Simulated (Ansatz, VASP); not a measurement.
# One calculation of Fe, two programs

INCAR

```
SYSTEM = Fe
  AGGAC = 1.0
  AGGAX = 1.0
  ALDAC = 0.0
  ALDAX = 1.0
  ALGO = Normal
  EDIFF = 1E-6
  EDIFFG = -0.02
  ENCUT = 600
  GGA = B5
  IBRION = 2
  ISIF = 3
  ISMEAR = -1
  ISPIN = 2
  LASPH = .True.
  LCHARG = .False.
  LMAXMIX = 4
  LORBIT = 11
  LREAL = .False.
  LWAVE = .False.
  MAGMOM = 3
  NELM = 150
  NSW = 80
  PREC = Accurate
  SIGMA = 0.05
```

The input KPOINTS:

```
k-points
0
Gamma
  13 13 13
  0 0 0
```

Contents of POSCAR:

```
Fe
1.0
   -1.4430000000      1.4430000000      1.4430000000
    1.4430000000     -1.4430000000      1.4430000000
    1.4430000000      1.4430000000     -1.4430000000
Fe
1
Direct
    0.0000000000      0.0000000000      0.0000000000
```

File input.yaml:

```yaml
crystal:
  lattice:
    - [-1.443, 1.443, 1.443]
    - [1.443, -1.443, 1.443]
    - [1.443, 1.443, -1.443]
  atoms:
    - { symbol: Fe, position: [0.0, 0.0, 0.0], spin: 3.0 }
kpoints:
  mp_grid: { grid: [13, 13, 13] }
scf:
  occupations: { method: fermi_dirac, width: 0.05 }
hamiltonian:
  xc: blyp
  pseudopotentials: { kind: all_electron, lapw: { basis_error: 0.001 } }
magnetization:
  spin_polarized: true
output:
  forces: true
  stress: true
relax:
  f_tol: 0.02
  max_steps: 60
  cell: {}
```

Alike in both runs: task relaxation of cell and atoms; functional BLYP; k mesh 13 × 13 × 13; occupations fermi-dirac, width 0.05 eV; collinear spin.

```csv
,VASP,Ansatz
version,VASP 6.6.1,Ansatz 0.2.0
potentials or method,"VASP PAW PBE potentials, release 64 (Fe)","all-electron LAPW, scalar-relativistic"
plane-wave cutoff (eV),600,see its input
```

VASP gave:

| Quantity | Value |
| --- | --- |
| net moment per atom (μB) | 2.18 |
| size of the moment on the site where the two differ most (μB) | 2.18 |
| relaxed volume (Å³/atom) | 11.84 |
| relaxed cell length with the largest relative difference (Å) | 2.487 |
| energy change over the relaxation (meV/atom) | -1 |

What did Ansatz give for the same quantities?

net moment per atom (μB): 2.15; size of the moment on the site where the two differ most (μB): 2.20; relaxed volume (Å³/atom): 11.80; relaxed cell length with the largest relative difference (Å): 2.484; energy change over the relaxation (meV/atom): -2.

Site moments also hang on the region over which each program counts them. Ansatz ran all-electron here, so the differences hold the error of VASP's frozen core and of both bases.

Caveats: the PAW data sets were made with another functional, which shifts forces and pressure a little (VASP).
